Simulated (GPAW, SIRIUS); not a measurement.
Ti: programs and potentials compared

```xyz
2
Lattice="2.9500 0.0000 0.0000 -1.4750 2.5548 0.0000 0.0000 0.0000 4.6800" Properties=species:S:1:pos:R:3 pbc="T T T"
Ti    1.4750    0.8516    3.5100
Ti    0.0000    1.7032    1.1700
```

Alike in all runs: task single point; functional PBE; k mesh 10 × 10 × 6; occupations fermi-dirac, width 0.05 eV; no spin polarisation; no spin-orbit coupling. Pressure is positive in compression and, in plane waves, holds the error of the finite cutoff.

```
                                         program and potentials  plane-wave cutoff (eV)  notes  pressure (GPa)
                                      SIRIUS, JTH 2.0 PBE (PAW)                     557      -           -1.09
SIRIUS, in-house norm-conserving set, PBE (scalar relativistic)                    1177      -           -1.44
     SIRIUS, PseudoDojo 0.5 PBE stringent (scalar relativistic)                    1152      -           -1.41
                              SIRIUS, SSSP 1.3.0 PBE efficiency                     828      -           -1.49
                     GPAW, GPAW PAW data sets (gpaw-data 1.2.1)                     600      -           -2.02
```

The pressure spans -2.02 (GPAW, GPAW PAW data sets (gpaw-data 1.2.1)) to -1.09 GPa (SIRIUS, JTH 2.0 PBE (PAW)).

The functional is the same throughout but for its coding, so the spread measures potentials, basis and numerics; runs on potential files found faulty are left out.
